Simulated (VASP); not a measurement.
## KBr in VASP 6.6.1, single-point calculation

INCAR

```
GGA = PE
NSW = 0
LCHARG = .FALSE.
ISMEAR = -1
NELECT = 15.5
LASPH = .TRUE.
IBRION = -1
EDIFF = 1E-7
ISIF = 2
SIGMA = 0.02
PREC = Accurate
ENCUT = 520
NBANDS = 15
NELM = 75
LREAL = .FALSE.
LWAVE = .FALSE.
```

KPOINTS

```
KPOINTS created by Atomic Simulation Environment
0
Gamma
6 6 6
0 0 0
```

POSCAR

```
K  Br
 1.0000000000000000
     0.0000000000000000    3.7827197545000000    3.4887121451000001
     3.7827197545000000    0.0000000000000000    3.4887121451000001
     3.7827197545000000    3.7827197545000000    0.0000000000000000
 K   Br
   1   1
Cartesian
  0.0000000000000000  0.0000000000000000  0.0000000000000000
  1.8913598772500000  1.8913598772500000  1.7443560725500000
```

The recommended PBE PAW datasets give the neutral cell 16 valence electrons.

Command

```
mpirun -np 1 vasp_std
```

**Question.** How does this run end, and what does it give?

**Answer.** It converged. Results: pressure -1.7 GPa.

OSZICAR

```
N       E                     dE             d eps       ncg     rms          rms(c)
DAV:   1     0.959098126279E+02    0.95910E+02   -0.58600E+03   900   0.812E+02
DAV:   2     0.302127369125E+01   -0.92889E+02   -0.86898E+02  1131   0.212E+02
DAV:   3    -0.380506232309E+01   -0.68263E+01   -0.67767E+01  1264   0.493E+01
DAV:   4    -0.416618936259E+01   -0.36113E+00   -0.36096E+00  1453   0.977E+00
DAV:   5    -0.416858528495E+01   -0.23959E-02   -0.23959E-02  1264   0.944E-01    0.249E+00
DAV:   6    -0.435542744852E+01   -0.18684E+00   -0.69188E-02  1145   0.117E+00    0.159E+00
DAV:   7    -0.434483704521E+01    0.10590E-01   -0.55363E-02  1264   0.929E-01    0.862E-01
DAV:   8    -0.434870060880E+01   -0.38636E-02   -0.28960E-02  1012   0.725E-01    0.257E-01
DAV:   9    -0.434970281297E+01   -0.10022E-02   -0.93367E-03   942   0.473E-01    0.128E-01
DAV:  10    -0.435018288311E+01   -0.48007E-03   -0.84880E-04   956   0.195E-01    0.645E-02
DAV:  11    -0.435020739476E+01   -0.24512E-04   -0.72752E-04  1019   0.115E-01    0.220E-02
DAV:  12    -0.435022471616E+01   -0.17321E-04   -0.77532E-05   963   0.594E-02    0.577E-03
DAV:  13    -0.435022653528E+01   -0.18191E-05   -0.65357E-06  1208   0.180E-02    0.294E-03
DAV:  14    -0.435022654629E+01   -0.11007E-07   -0.60539E-07  1071   0.568E-03
   1 F= -.43502265E+01 E0= -.43377480E+01  d E =-.249572E-01
```

The cell is charged and sits in a uniform background.

For comparison, a separate PBE run of the intended cell, on usual settings and not on those above, gives a gap of 4.25 eV on its mesh and a pressure of 0.3 GPa.
